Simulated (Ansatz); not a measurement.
## Moving the choice of potentials or basis in KCl

```
K Cl
1.0
     0.00000    3.14647    3.14647
     3.14647    0.00000    3.14647
     3.14647    3.14647    0.00000
K Cl
1 1
Direct
  0.00000 0.00000 0.00000
  0.50000 0.50000 0.50000
```

Kept alike: task band structure; functional PBEsol; k mesh 7 × 7 × 7; occupations fermi-dirac, width 0.05 eV; no spin polarisation. Program: Ansatz. Cutoffs run from 660 to 1007 eV. The mesh is that of the run's cell of 2 atoms. No spin-orbit coupling.

| choice of potentials or basis | band gap (eV) |
| --- | --- |
| Ansatz PAW (files of its older set among them) | 5.027 |
| JTH PAW | 5.024 |
| PseudoDojo standard (PBEsol files) | 5.027 |
| PseudoDojo stringent (PBEsol files) | 5.027 |

Gaps are the smaller of the mesh's and the band path's.

What does the choice of potentials or basis change here?

The band gap runs from 5.024 (JTH PAW) to 5.027 eV (Ansatz PAW (files of its older set among them); PseudoDojo standard (PBEsol files); PseudoDojo stringent (PBEsol files)).
